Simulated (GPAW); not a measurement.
MgS (Niningerite):

```xyz
2
Lattice="0.0000 2.6016 2.6016 2.6016 0.0000 2.6016 2.6016 2.6016 0.0000" Properties=species:S:1:pos:R:3 pbc="T T T"
S     2.6016    2.6016    2.6016
Mg    0.0000    0.0000    0.0000
```

Program: GPAW 26.7.0. Alike in all runs: no spin polarisation; cell as given; k mesh 7 × 7 × 7; smearing fermi-dirac 0.05 eV.

**Question.** Order these runs on this cell by their pressure, lowest first.
A. level AM05; potentials or basis PAW data sets generated in the run's folder for this functional, pw; cutoff (eV) 600; maxiter 120; convergence default
B. level PBE; potentials or basis GPAW PAW data sets (gpaw-data 1.2.1), pw; cutoff (eV) 650; maxiter 120; convergence default
C. level LDA; potentials or basis the program's PAW data sets (release 1.2.1) made for this functional, pw; cutoff (eV) 800; maxiter 150; band path GXWKGLUWLK,UX; band points 80

**Answer.** C (-3.3 GPa), A (-0.7 GPa), B (1.0 GPa).

Caveats: the cutoff is short for stress and forces, so pressures can be off by a GPa or more (some runs).
